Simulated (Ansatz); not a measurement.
Runs of Ansatz 0.2.0 on Cs. The structure is cubic, space group Fm-3m (No. 225). The conventional cell has a = 7.897 Å, b = 7.897 Å, c = 7.897 Å, α = 90.00°, β = 90.00°, γ = 90.00°. This isn't the form of Cs at room conditions, which is bcc.

```csv
level,cutoff (eV),gap on the mesh (eV),pressure (GPa)
LDA,420,none,(a)
PBE0,420,none,0.0
r2SCAN0,500,none,0.0
PBEsol,420,none,-0.2
HSE06,420,none,0.0
r2SCAN,500,none,0.0
```

Alike in all rows: task projected density of states; potentials or basis Ansatz PAW; no spin polarisation; cell as given; k mesh 4 × 4 × 4; smearing fermi-dirac 0.05 eV.

Estimate the missing entries.

(a) -0.4.

Caveats: the PAW data sets come from PBE, with cores solved anew for the run's functional, which leaves a small shift of forces and pressure; the thresholds are loose for stress (some runs).

A k mesh can miss the band edges, and the runs leave out spin-orbit coupling on Cs.

A gap of «none» marks a metal or a gap under the smearing width.

Runs at the PBE level aren't shown here.
